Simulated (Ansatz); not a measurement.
# Stress against strain in BN

```xyz
4
Lattice="2.5040 0.0000 0.0000 -1.2520 2.1685 0.0000 0.0000 0.0000 6.6612" Properties=species:S:1:pos:R:3 pbc="T T T"
B     0.0000    1.4457    1.6653
B     1.2520    0.7228    4.9959
N     0.0000    1.4457    4.9959
N     1.2520    0.7228    1.6653
```

Atom numbers follow the list: B1, B2, N3, N4.

Conventional cell: a = 2.504 Å, b = 2.504 Å, c = 6.661 Å, α = 90.00°, β = 90.00°, γ = 120.00°. B (atom 1) has 3 N at 1.45 Å as nearest neighbours. N (atom 3) is surrounded by 3 B at 1.45 Å.

The cell is COD entry 9008997, as deposited and not checked against the literature; nothing was relaxed.

Method: DFT, PBE, all-electron LAPW, scalar-relativistic in Ansatz 0.2.0.

Settings: a Γ-centred 11×11×4 k mesh, Fermi–Dirac smearing of 0.02 eV, basis error target 1 meV/atom, no spin polarisation.

The strain is applied along the Cartesian axes of the cell as listed (the other components stay zero). Fractional coordinates are held (clamped ions).

σ is the change of stress from the unstrained cell, which is at 3.29 GPa; tension is positive, so slopes are stress–strain coefficients at that pressure.

Only quantities that a quadratic follows smoothly over the whole series are listed; rougher ones are left out.

```
    εzz  σzz (GPa)  σxx (GPa)
-0.0300      -1.17      -0.15
-0.0200      -0.74      -0.09
-0.0100      -0.35      -0.05
 0.0000       0.00       0.00
 0.0100       0.31       0.04
 0.0300       0.85       0.12
```

Q: Fit the series and read off the stiffness at zero strain.

A: Least-squares fits y = p0 + p1 x + p2 x² to the rows give σzz (GPa): p1 = 33.6, p2 = -180; σxx (GPa): p1 = 4.44, p2 = -14. So C33 = 34 GPa and C13 = 4 GPa, for these axes.

Q: One run, at εzz = 0.0200, is withheld. Predict its row.

A: The fits give 0.60, 0.08; the run gave 0.60, 0.08.
